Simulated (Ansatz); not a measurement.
# Iron, hcp under PBE: structure, energy and stiffness

What does PBE give for iron in the hcp structure? We relax it, solve it on a dense k-mesh, switch on spin-orbit coupling, then scale the cell to 7 volumes from 88 to 112 % of the relaxed one and try a fit of the equation of state. The start is antiferromagnetic (alternate layers). The k-meshes are 14×14×8 for the relaxation; 24×24×13 for the dense run; 15×15×8 for spin-orbit coupling; 16×16×9 for the volumes.

This is Fe in the hcp structure; at room conditions it is bcc.

Method: DFT PBE, plane waves (420 eV) with PAW, scalar-relativistic, in Ansatz 0.2.0.

## Step 1: The structure to begin with

The structure is hexagonal, space group P6_3/mmc (No. 194). Conventional cell: a = 2.554 Å, b = 2.554 Å, c = 4.170 Å, α = 90.00°, β = 90.00°, γ = 120.00°. Around Fe (site symmetry -6m2) lie 12 Fe at 2.55 Å.

Coordinates:

```
Fe
1.0
     2.55376    0.00000    0.00000
    -1.27688    2.21162    0.00000
     0.00000    0.00000    4.17029
Fe
2
Direct
  0.33333 0.66667 0.25000
  0.66667 0.33333 0.75000
```

The atoms start with moments of +2.5, -2.5 μB.

## Step 2: Relaxing cell and atoms

Contents of input.yaml:

```yaml
crystal:
  lattice:
    - [2.5537576109, 0.0, 0.0]
    - [-1.2768788055, 2.2116189662, 0.0]
    - [0.0, 0.0, 4.1702861787]
  atoms:
    - { symbol: Fe, position: [0.3333333333, 0.6666666667, 0.25], spin: 2.5 }
    - { symbol: Fe, position: [0.6666666667, 0.3333333333, 0.75], spin: -2.5 }
hamiltonian:
  xc: pbe
  pseudopotentials:
    kind: paw
    azcp:
      Fe: "pseudopotentials/Fe.paw.azcp"
basis:
  ecutwfc: 420
  fft_grid_basis: typed
kpoints:
  mp_grid: { grid: [14, 14, 8], shift: [0, 0, 0] }
magnetization:
  spin_polarized: true
scf:
  occupations: { method: fermi_dirac, width: 0.05 }
relax:
  max_steps: 60
  f_tol: 0.01
  cell: {}
output:
  write_density: true
  write_potential: true
  elf: true
  volumetric_format: npy
```

Command:

```
ansatz run input.yaml --threads 1 --pin off --max-ram 3584MiB --backend cpu --events-out ev --progress --plain --runs-dir out
```

After this run come: Dense single point; Spin-orbit coupling switched on; Volume × 0.88; Volume × 0.92; Volume × 0.96; Volume × 1.0; Volume × 1.04; Volume × 1.08; Volume × 1.12.

What does the calculation give? Wanted: space group; conventional cell; volume; shortest distance; gap on the mesh; magnetic state; relative to bcc, ferromagnetic.

**Answer**, as computed:

```
                      quantity                                   value
space group (spins left aside)                      P6_3/mmc (No. 194)
             conventional cell  a = 2.462 Å, c = 3.888 Å (c/a = 1.580)
                        volume                          10.201 Å³/atom
             shortest distance                                 2.408 Å
               gap on the mesh            none (levels filled in part)
                magnetic state                            non-magnetic
relative to bcc, ferromagnetic                            +78 meV/atom
```

In words: The relaxation shrank the cell by 13.4 % in volume. Against the reference form of iron (bcc, ferromagnetic, computed apart with the same settings) it stands 78 meV/atom higher; part of this is magnetic energy, as this run has no moments. The moments die out: the run ends non-magnetic. Levels at the Fermi energy are filled in part, as in a metal. The total energy of the spin-orbit run lies -0.20 eV/atom from the scalar one, but the two kinds of run don't share a zero of energy: only differences within one kind count. Relaxation kept the symmetry; phonons were not checked.
